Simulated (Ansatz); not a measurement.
Consider InCuS2 in the chalcopyrite structure (space group I-42d, No. 122; a = 5.522 Å, c = 11.130 Å).

Level of theory: r2SCAN (Ansatz, a quantum-chemistry and plane-wave program, PAW, no spin-orbit coupling).

Its conduction minimum is a single valley at Γ with mass 0.076 mₑ.

Perturbation: 1.19 electrons added to each cell, a density of 7.0×10^21 cm⁻³, with a uniform compensating background at fixed cell and a 300 K Fermi–Dirac width.

**Question.** Where would a parabolic band put the Fermi level, and where does the calculation put it?

**Answer.** k_F = (3π²n)^(1/3) = 0.592 Å⁻¹, so ħ²k_F²/2m = 18 eV above the band edge at zero temperature. The calculation gives 1.55 eV (to 0.05 eV): the band is strongly non-parabolic or higher valleys fill at this density.

Carriers are added with a uniform compensating background; total energy and stress of such cells depend on the potential's zero and are not compared; many-body gap narrowing is missing at this level. The levels and masses belong to the bands next to the band gap. Effective masses come from finite differences of ±0.01 Å⁻¹. No phonon test of stability was made. The final runs are not spin-polarised.
